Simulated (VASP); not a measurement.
# BAs (F-43m) in VASP: notebook

Aim: see how the results for BAs move with the level of theory and the settings. Levels: HSE06, LDA, rSCAN, PBE, PW91. Tasks: single point, relaxation of cell and atoms.

Program: VASP 6.6.1. These are calculated values, not measurements. Logs are shortened: lines on timing, memory, paths and dates and some standing lists are left out, and cuts for length are marked.

### 1 The structure

Symmetry: F-43m, No. 216, cubic system. Conventional cell: a = 4.777 Å, b = 4.777 Å, c = 4.777 Å, α = 90.00°, β = 90.00°, γ = 90.00°. As (site symmetry -43m) is surrounded by 4 B at 2.07 Å. B (site symmetry -43m) has 4 As at 2.07 Å as nearest neighbours.

### 2 Single point, HSE06, spin-orbit coupling, no magnetisation

Input file POSCAR:

```
BAs
1.0
    0.0000000000      2.3885000000      2.3885000000
    2.3885000000      0.0000000000      2.3885000000
    2.3885000000      2.3885000000      0.0000000000
As B
1 1
Direct
    0.7500000000      0.7500000000      0.7500000000
    0.0000000000      0.0000000000      0.0000000000
```

Input file INCAR.step1:

```
  PREC = Accurate
  ENCUT = 520
  EDIFF = 1E-5
  ISMEAR = 0
  SIGMA = 0.02
  LREAL = False
  LASPH = True
  NELM = 60
  ALGO = Normal
  ISIF = 2
  LWAVE = True
  LCHARG = False
  MAGMOM = 0 0 0 0 0 0
  LORBIT = 11
  LSORBIT = True
  GGA_COMPAT = False
  GGA = PE
  KPAR = 4
```

Input file INCAR.step2:

```
  PREC = Accurate
  ENCUT = 520
  EDIFF = 1E-7
  ISMEAR = 0
  SIGMA = 0.02
  LREAL = False
  LASPH = True
  NELM = 60
  ALGO = Normal
  ISIF = 2
  LWAVE = False
  LCHARG = False
  MAGMOM = 0 0 0 0 0 0
  LORBIT = 11
  LSORBIT = True
  GGA_COMPAT = False
  GGA = PE
  LHFCALC = True
  HFSCREEN = 0.2
  PRECFOCK = Fast
  ISTART = 1
  KPAR = 4
```

Input file KPOINTS:

```
regular mesh
0
Gamma
  6 6 6
```

Potentials or basis: VASP PAW PBE potentials, release 64 (As, B).

On the command line:

```sh
> cat potpaw_PBE.64/As/POTCAR potpaw_PBE.64/B/POTCAR > POTCAR
> cp INCAR.step1 INCAR
> mpirun -np 4 vasp_ncl > vasp.out
> cp INCAR.step2 INCAR
> mpirun -np 4 vasp_ncl > vasp.out
```

OUTCAR:

```text
PREC = Accurate
   ENCUT = 520
   EDIFF = 1E-7
   ISMEAR = 0
   LREAL = False
   LASPH = True
   NELM = 60
   ISIF = 2
   LORBIT = 11
   LSORBIT = True
   GGA = PE
   LHFCALC = True
   HFSCREEN = 0.2
   PRECFOCK = Fast
   ISTART = 1

 ion  position               nearest neighbor table
   1  0.750  0.750  0.750-   2 2.07   2 2.07   2 2.07   2 2.07
   2  0.000  0.000  0.000-   1 2.07   1 2.07   1 2.07   1 2.07

  LATTYP: Found a face centered cubic cell.
 ALAT       =     4.7770000000

  Lattice vectors:

 A1 = (   0.0000000000,   2.3885000000,   2.3885000000)
 A2 = (   2.3885000000,   0.0000000000,   2.3885000000)
 A3 = (   2.3885000000,   2.3885000000,   0.0000000000)

Analysis of symmetry for initial positions (statically):
=====================================================================
 Subroutine PRICEL returns:
 Original cell was already a primitive cell.

 Routine SETGRP: Setting up the symmetry group for a
 face centered cubic supercell.

 Subroutine GETGRP returns: Found 24 space group operations
 (whereof 24 operations were pure point group operations)
 out of a pool of 48 trial point group operations.

The static configuration has the point symmetry T_d .

Analysis of symmetry for dynamics (positions and initial velocities):
=====================================================================
 Subroutine PRICEL returns:
 Original cell was already a primitive cell.

 Routine SETGRP: Setting up the symmetry group for a
 face centered cubic supercell.

 Subroutine GETGRP returns: Found 24 space group operations
 (whereof 24 operations were pure point group operations)
 out of a pool of 48 trial point group operations.

The dynamic configuration has the point symmetry T_d .

Analysis of structural, dynamic, and magnetic symmetry:
=====================================================================
 Subroutine PRICEL returns:
 Original cell was already a primitive cell.

 Routine SETGRP: Setting up the symmetry group for a
 face centered cubic supercell.

[... 592 lines left out ...]
  -------------------------------------------------------------------------------------
  Total       -0.0985099     -0.0985099     -0.0985099     -0.0000000      0.0000000     -0.0000000
  in kB       -5.7914152     -5.7914152     -5.7914152     -0.0000000      0.0000000     -0.0000000
  external PRESSURE =      -5.7914152 kB  Pullay stress =       0.0000000 kB

 VOLUME and BASIS-vectors are now :
 -----------------------------------------------------------------------------
  energy-cutoff  :      520.00
  volume of cell :       27.25
      direct lattice vectors                 reciprocal lattice vectors
     0.000000000  2.388500000  2.388500000    -0.209336404  0.209336404  0.209336404
     2.388500000  0.000000000  2.388500000     0.209336404 -0.209336404  0.209336404
     2.388500000  2.388500000  0.000000000     0.209336404  0.209336404 -0.209336404

 POSITION                                       TOTAL-FORCE (eV/Angst)
 -----------------------------------------------------------------------------------
      3.58275      3.58275      3.58275        -0.000000     -0.000000     -0.000000
      0.00000      0.00000      0.00000         0.000000      0.000000      0.000000
 -----------------------------------------------------------------------------------
    total drift:                               -0.000000      0.000000     -0.000000

  FREE ENERGIE OF THE ION-ELECTRON SYSTEM (eV)
  ---------------------------------------------------
  free  energy   TOTEN  =       -13.2850899443 eV

  energy  without entropy=      -13.2850899443  energy(sigma->0) =      -13.28508994

 Spin-Orbit-Coupling matrix elements

 Ion:    1  E_soc:     -0.0203967
 l=   1
     0.0000000    -0.0033715    -0.0033715
    -0.0033715     0.0000000    -0.0033715
    -0.0033715    -0.0033715     0.0000000
 l=   2
     0.0000000    -0.0000147     0.0000000    -0.0000147    -0.0000132
    -0.0000147     0.0000000    -0.0000099    -0.0000147    -0.0000033
     0.0000000    -0.0000099     0.0000000    -0.0000099     0.0000000
    -0.0000147    -0.0000147    -0.0000099     0.0000000    -0.0000033
    -0.0000132    -0.0000033     0.0000000    -0.0000033     0.0000000
 l=   3
     0.0000000     0.0000000     0.0000000     0.0000000     0.0000000     0.0000000     0.0000000
     0.0000000     0.0000000     0.0000000     0.0000000     0.0000000     0.0000000     0.0000000
     0.0000000     0.0000000     0.0000000     0.0000000     0.0000000     0.0000000     0.0000000
     0.0000000     0.0000000     0.0000000     0.0000000     0.0000000     0.0000000     0.0000000
     0.0000000     0.0000000     0.0000000     0.0000000     0.0000000     0.0000000     0.0000000
     0.0000000     0.0000000     0.0000000     0.0000000     0.0000000     0.0000000     0.0000000
     0.0000000     0.0000000     0.0000000     0.0000000     0.0000000     0.0000000     0.0000000

 Ion:    2  E_soc:     -0.0000076
 l=   1
     0.0000000    -0.0000013    -0.0000013
    -0.0000013     0.0000000    -0.0000013
    -0.0000013    -0.0000013     0.0000000
 l=   2
     0.0000000     0.0000000     0.0000000     0.0000000     0.0000000
     0.0000000     0.0000000     0.0000000     0.0000000     0.0000000
     0.0000000     0.0000000     0.0000000     0.0000000     0.0000000
     0.0000000     0.0000000     0.0000000     0.0000000     0.0000000
     0.0000000     0.0000000     0.0000000     0.0000000     0.0000000
 l=   3
     0.0000000     0.0000000     0.0000000     0.0000000     0.0000000     0.0000000     0.0000000
     0.0000000     0.0000000     0.0000000     0.0000000     0.0000000     0.0000000     0.0000000
     0.0000000     0.0000000     0.0000000     0.0000000     0.0000000     0.0000000     0.0000000
     0.0000000     0.0000000     0.0000000     0.0000000     0.0000000     0.0000000     0.0000000
     0.0000000     0.0000000     0.0000000     0.0000000     0.0000000     0.0000000     0.0000000
     0.0000000     0.0000000     0.0000000     0.0000000     0.0000000     0.0000000     0.0000000
     0.0000000     0.0000000     0.0000000     0.0000000     0.0000000     0.0000000     0.0000000

 total charge

# of ion       s       p       d       tot
------------------------------------------
    1        1.186   1.700   0.093   2.979
    2        0.656   1.175   0.000   1.831
--------------------------------------------------
tot          1.841   2.875   0.093   4.809

 magnetization (x)

# of ion       s       p       d       tot
------------------------------------------
    1       -0.000   0.000  -0.000  -0.000
    2       -0.000  -0.000   0.000  -0.000
--------------------------------------------------
tot         -0.000  -0.000  -0.000  -0.000

 magnetization (y)

# of ion       s       p       d       tot
------------------------------------------
    1        0.000   0.000   0.000   0.000
    2        0.000   0.000   0.000   0.000
--------------------------------------------------
tot          0.000   0.000   0.000   0.000

 magnetization (z)

# of ion       s       p       d       tot
------------------------------------------
    1        0.000  -0.000  -0.000  -0.000
    2        0.000  -0.000   0.000   0.000
--------------------------------------------------
tot          0.000  -0.000  -0.000   0.000
```

OUTCAR.step1:

```text
PREC = Accurate
   ENCUT = 520
   EDIFF = 1E-5
   ISMEAR = 0
   LREAL = False
   LASPH = True
   NELM = 60
   ISIF = 2
   LORBIT = 11
[... 721 lines left out ...]
tot         -0.000  -0.000  -0.000  -0.000

 magnetization (y)

# of ion       s       p       d       tot
------------------------------------------
    1        0.000   0.000  -0.000  -0.000
    2        0.000   0.000   0.000   0.000
--------------------------------------------------
tot          0.000   0.000  -0.000  -0.000

 magnetization (z)

# of ion       s       p       d       tot
------------------------------------------
    1       -0.000  -0.000  -0.000  -0.000
    2       -0.000  -0.000   0.000  -0.000
--------------------------------------------------
tot         -0.000  -0.000  -0.000  -0.000
```

OSZICAR.step1:

```text
N       E                     dE             d eps       ncg     rms          rms(c)
DAV:   1     0.205624101484E+02    0.20562E+02   -0.34269E+03   704   0.892E+02
DAV:   2    -0.106311772885E+02   -0.31194E+02   -0.28356E+02  1040   0.146E+02
DAV:   3    -0.120350176472E+02   -0.14038E+01   -0.13949E+01   896   0.301E+01
DAV:   4    -0.120418616090E+02   -0.68440E-02   -0.68425E-02   792   0.243E+00
DAV:   5    -0.120418909864E+02   -0.29377E-04   -0.29377E-04   896   0.160E-01    0.494E+00
DAV:   6    -0.114620524918E+02    0.57984E+00   -0.59851E-01   840   0.705E+00    0.244E+00
DAV:   7    -0.114054905818E+02    0.56562E-01   -0.17007E-01   872   0.327E+00    0.974E-01
DAV:   8    -0.113981839646E+02    0.73066E-02   -0.17522E-02   776   0.119E+00    0.119E-01
DAV:   9    -0.113980820200E+02    0.10194E-03   -0.10587E-03   800   0.326E-01    0.561E-02
DAV:  10    -0.113982390893E+02   -0.15707E-03   -0.25429E-04   816   0.126E-01    0.415E-02
DAV:  11    -0.113982677264E+02   -0.28637E-04   -0.25450E-05   840   0.441E-02    0.164E-02
DAV:  12    -0.113982681701E+02   -0.44373E-06   -0.28699E-06   544   0.168E-02
   1 F= -.11398268E+02 E0= -.11398268E+02  d E =-.194822E-22  mag=    -0.0000    -0.0000     0.0000
```

It took 4.4 min on 4 MPI ranks of Intel Xeon 6975P-C (Granite Rapids), shared host; peak memory 0.33 GiB.

Results:

```
Free energy                                           : -13.2851 eV
Pressure                                              : -0.6 GPa
Valence electrons inside the program's atomic spheres : As 2.98; B 1.83
```

Caveat: the k mesh is coarse (spacing up to 0.38 Å⁻¹), so the values aren't converged, least of all with exact exchange; the PAW data sets were made with another functional, which shifts forces and pressure a little.

### 3 Single point, LDA

Input file run.py:

```python
from ase.calculators.vasp import Vasp
from ase.dft.bandgap import bandgap
from ase.io import read

atoms = read('POSCAR')
calc = Vasp(
    directory='calc',
    xc='lda',
    pp='LDA',
    setups='recommended',
    prec='Accurate',
    encut=520,
    ediff=1e-07,
    ismear=-1,
    sigma=0.05,
    lreal=False,
    lasph=True,
    nelm=80,
    algo='Fast',
    isif=2,
    lwave=False,
    lcharg=False,
    kpts=[10, 10, 10],
    gamma=True,
)
atoms.calc = calc

print('energy (eV):', atoms.get_potential_energy())
print('free energy (eV):', atoms.get_potential_energy(force_consistent=True))
print('forces (eV/A):')
print(atoms.get_forces())
print('stress (eV/A^3, Voigt):', atoms.get_stress())
print('Fermi level (eV):', calc.get_fermi_level())
gap, top, bottom = bandgap(calc)
print('band gap (eV):', gap, 'from (spin, k, band)', top, 'to', bottom)
```

POSCAR is that of step 2.

Potentials or basis: VASP PAW LDA potentials, release 64 (As, B).

On the command line:

```sh
> python run.py
```

Wall time 10 s (1 thread of AMD EPYC 9R45 (Zen 5), shared host); peak memory 0.11 GiB.

Results (log left out):

```yaml
Free_energy: -12.9209 eV
Pressure: -3.1 GPa
Band_gap_on_the_k_mesh: 1.12 eV, indirect (least direct gap 3.25 eV)
```

Levels at points of the mesh, in eV from the valence-band top:
```
           k point  band 2  band 3  band 4  band 5  band 6  band 7
(0.00, 0.00, 0.00)    0.00    0.00    0.00    3.25    3.25    3.25
(0.50, 0.00, 0.00)   -8.76   -1.82   -1.82    2.69    4.75    4.75
(0.50, 0.50, 0.00)   -8.43   -4.08   -4.08    1.34    1.41   11.23
```

A k mesh can miss the band edges. As with any semilocal functional, this LDA gap is likely too small.

### 4 Relaxation of cell and atoms, rSCAN

Input file INCAR:

```
SYSTEM = BAs
  PREC = Accurate
  ENCUT = 600
  EDIFF = 1E-7
  ISMEAR = -1
  SIGMA = 0.05
  LREAL = .FALSE.
  LASPH = .TRUE.
  NELM = 100
  ALGO = Normal
  ISIF = 3
  LWAVE = .FALSE.
  LCHARG = .FALSE.
  METAGGA = RSCAN
  LMIXTAU = .TRUE.
  IBRION = 2
  NSW = 40
  EDIFFG = -0.01
```

Input file KPOINTS:

```
regular mesh
0
G
  10 10 10
  0 0 0
```

POSCAR is that of step 3.

Potentials or basis: VASP PAW PBE potentials, release 64 (As, B).

On the command line:

```sh
> cat potpaw_PBE.64/As/POTCAR potpaw_PBE.64/B/POTCAR > POTCAR
> mpirun -np 1 vasp_std > vasp.out
```

Run time: 1.7 min. Hardware: 1 thread of AMD EPYC 9R45 (Zen 5), shared host; peak memory 0.14 GiB.

The run converged. Its results:

- Free energy: -31.7324 eV
- Relaxed volume: 13.69 Å³/atom
- Relaxed cell: a = 3.383 Å, b = 3.383 Å, c = 3.383 Å, α = 60.00°, β = 60.00°, γ = 60.00°
- Space group after relaxing (to 0.05 Å): F-43m (No. 216)
- Energy gained by relaxing: 0.1 meV/atom
- Ionic steps: 3
- Pressure after relaxing: 0.0 GPa
- Band gap on the k mesh: 1.39 eV, indirect (least direct gap 3.43 eV)

The path:
```csv
step,energy change (eV),largest force (eV/Å),pressure (GPa),volume (Å³)
1,0.0000,0.0000,0.64,27.25
2,-0.0001,0.0000,-0.48,27.47
3,-0.0002,0.0000,0.01,27.37
```

Final structure:
```cif
data_structure
_symmetry_space_group_name_H-M 'P 1'
_symmetry_Int_Tables_number 1
_cell_length_a 3.3828
_cell_length_b 3.3828
_cell_length_c 3.3828
_cell_angle_alpha 60.000
_cell_angle_beta 60.000
_cell_angle_gamma 60.000
_cell_volume 27.37
loop_
_atom_site_label
_atom_site_type_symbol
_atom_site_fract_x
_atom_site_fract_y
_atom_site_fract_z
_atom_site_occupancy
As1 As 0.75000 0.75000 0.75000 1
B1 B 0.00000 0.00000 0.00000 1
```

Levels at points of the mesh, in eV from the valence-band top:
```tsv
k point	band 1	band 2	band 3	band 4	band 5	band 6	band 7	band 8
(0.00, 0.00, 0.00)	-16.09	0.00	0.00	0.00	3.43	3.43	3.43	5.06
(0.50, 0.00, 0.00)	-13.09	-9.19	-1.93	-1.93	2.94	5.05	5.05	9.58
(0.50, 0.50, 0.00)	-11.67	-9.02	-4.28	-4.28	1.64	1.70	12.08	12.08
```

Caveat: the PAW data sets were made with another functional, which shifts forces and pressure a little.

### 5 Single point, PBE

Input file INCAR:

```
SYSTEM = BAs
PREC = Accurate
ENCUT = 520
EDIFF = 1E-7
ISMEAR = 0
SIGMA = 0.011
LREAL = .FALSE.
LASPH = .TRUE.
NELM = 80
ALGO = Normal
ISIF = 2
LWAVE = .FALSE.
LCHARG = .TRUE.
GGA = PE
LELF = .TRUE.
LVHAR = .TRUE.
```

Input file KPOINTS:

```
Automatic mesh
0
G
  10 10 10
  0 0 0
```

POSCAR is that of step 4.

On the command line:

```sh
> cat potpaw_PBE.64/As/POTCAR potpaw_PBE.64/B/POTCAR > POTCAR
> mpirun -np 1 vasp_std > vasp.out
```

Wall time 9.2 s (1 thread of AMD EPYC 9R45 (Zen 5), shared host); peak memory 0.12 GiB.

It converged, with:

```
Free energy            : -11.4064 eV
Pressure               : 3.4 GPa
Band gap on the k mesh : 1.18 eV, indirect (least direct gap 3.28 eV)
```

Levels at points of the mesh, in eV from the valence-band top:
| k point | band 1 | band 2 | band 3 | band 4 | band 5 | band 6 | band 7 | band 8 |
| --- | --- | --- | --- | --- | --- | --- | --- | --- |
| (0.00, 0.00, 0.00) | -15.40 | 0.00 | 0.00 | 0.00 | 3.28 | 3.28 | 3.28 | 4.69 |
| (0.50, 0.00, 0.00) | -12.53 | -8.79 | -1.82 | -1.82 | 2.69 | 4.78 | 4.78 | 8.86 |
| (0.50, 0.50, 0.00) | -11.21 | -8.53 | -4.08 | -4.08 | 1.43 | 1.44 | 11.37 | 11.37 |

A k mesh can miss the band edges. A hybrid or GW would open this gap; PBE tends to underestimate it.

### 6 Relaxation of cell and atoms, PW91

Input file INCAR:

```
SYSTEM = BAs
PREC = Accurate ; ENCUT = 600
EDIFF = 1E-7 ; ISMEAR = -1
SIGMA = 0.05 ; LREAL = .False.
LASPH = .True. ; NELM = 80
ALGO = Fast ; ISIF = 3
LWAVE = .False. ; LCHARG = .False.
GGA = 91 ; IBRION = 2
NSW = 60 ; EDIFFG = -0.01
```

Input file KPOINTS:

```
Automatic mesh
0
Gamma
  10 10 10
  0 0 0
```

POSCAR is that of step 5.

Potentials or basis: VASP PAW PBE potentials, release 64 (As, B).

On the command line:

```sh
> cat potpaw_PBE.64/As/POTCAR potpaw_PBE.64/B/POTCAR > POTCAR
> mpirun -np 1 vasp_std > vasp.out
```

Run time: 24 s. Hardware: 1 thread of AMD EPYC 9R45 (Zen 5), shared host; peak memory 0.13 GiB.

The run converged. Its results:

| Quantity | Value |
| --- | --- |
| Free energy | -11.4260 eV |
| Relaxed volume | 13.99 Å³/atom |
| Relaxed cell | a = 3.407 Å, b = 3.407 Å, c = 3.407 Å, α = 60.00°, β = 60.00°, γ = 60.00° |
| Space group after relaxing (to 0.05 Å) | F-43m (No. 216) |
| Energy gained by relaxing | 4.0 meV/atom |
| Ionic steps | 3 |
| Pressure after relaxing | 0.0 GPa |
| Band gap on the k mesh | 1.22 eV, indirect (least direct gap 3.26 eV) |

The path:
| step | energy change (eV) | largest force (eV/Å) | pressure (GPa) | volume (Å³) |
| --- | --- | --- | --- | --- |
| 1 | 0.0000 | 0.0000 | 3.63 | 27.25 |
| 2 | -0.0042 | 0.0000 | -2.32 | 28.49 |
| 3 | -0.0080 | 0.0000 | 0.01 | 27.97 |

Final structure:
```xyz
2
Lattice="0.0000 2.4094 2.4094 2.4094 0.0000 2.4094 2.4094 2.4094 0.0000" Properties=species:S:1:pos:R:3 pbc="T T T"
As    3.6141    3.6141    3.6141
B     0.0000    0.0000    0.0000
```

Levels at points of the mesh, in eV from the valence-band top:
```tsv
k point	band 2	band 3	band 4	band 5	band 6	band 7
(0.00, 0.00, 0.00)	0.00	0.00	0.00	3.26	3.26	3.26
(0.50, 0.00, 0.00)	-8.58	-1.77	-1.77	2.55	4.76	4.76
(0.50, 0.50, 0.00)	-8.37	-3.96	-3.96	1.47	1.48	11.10
```

Caveat: the PAW data sets were made with another functional, which shifts forces and pressure a little.

### 7 The runs side by side

| task | level | potentials or basis | spin | cell | k mesh | cutoff (eV) | smearing | ladder | grid for exact exchange (PRECFOCK) | screening parameter | mesh quality | gap on the mesh (eV) | pressure (GPa) | relaxed volume (Å³/atom) |
| --- | --- | --- | --- | --- | --- | --- | --- | --- | --- | --- | --- | --- | --- | --- |
| single point | HSE06 | VASP PAW PBE potentials, release 64 (As, B) | SOC, no magnetisation | as given | 6 × 6 × 6 | 520 | gaussian 0.02 eV | gaps | Fast | 0.2 1/A | coarse | - | -0.6 | - |
| single point | LDA | VASP PAW LDA potentials, release 64 (As, B) | off | as given | 10 × 10 × 10 | 520 | fermi-dirac 0.05 eV | - | - | - | not flagged | 1.12 | -3.1 | - |
| relaxation of cell and atoms | rSCAN | VASP PAW PBE potentials, release 64 (As, B) | off | relaxed | 10 × 10 × 10 | 600 | fermi-dirac 0.05 eV | - | - | - | not flagged | 1.39 | 0.0 | 13.69 |
| single point | PBE | VASP PAW PBE potentials, release 64 (As, B) | off | as given | 10 × 10 × 10 | 520 | gaussian 0.011 eV | - | - | - | not flagged | 1.18 | 3.4 | - |
| relaxation of cell and atoms | PW91 | VASP PAW PBE potentials, release 64 (As, B) | off | relaxed | 10 × 10 × 10 | 600 | fermi-dirac 0.05 eV | - | - | - | not flagged | 1.22 | 0.0 | 13.99 |

Caveats: some runs use coarse meshes; the PAW data sets were made with another functional, which shifts forces and pressure a little (some runs).

Absolute energies hang on the potentials; compare differences alone.
